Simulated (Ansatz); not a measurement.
The system is BeTe.

```xyz
2
Lattice="0.0000 2.7700 2.7700 2.7700 0.0000 2.7700 2.7700 2.7700 0.0000" Properties=species:S:1:pos:R:3 pbc="T T T"
Te    4.1550    4.1550    4.1550
Be    0.0000    0.0000    0.0000
```

Base run:

* Program: Ansatz 0.2.0
* Functional: LDA
* Potentials or basis: Ansatz PAW
* Cutoff: 420 eV (not typed: the program's choice for these potentials)
* k mesh: 8 × 8 × 8
* Occupations: fermi-dirac, width 0.05 eV
* Spin: no spin polarisation

Its results: band gap on the k mesh 1.77 eV, indirect (least direct gap 3.58 eV); pressure 0.5 GPa.

**Question.** The run is repeated on the same cell with these changes: functional from LDA to PBE. What comes out?

**Answer.** Band gap on the k mesh 1.86 eV, indirect (least direct gap 3.59 eV); pressure 4.3 GPa.

PBE binds less tightly than LDA, so the same cell stands under more pressure.

Caveats: spin-orbit coupling is left out, which moves the levels of the heavy elements; the PAW data sets come from PBE, with cores solved anew for the run's functional, which leaves a small shift of forces and pressure (some runs).
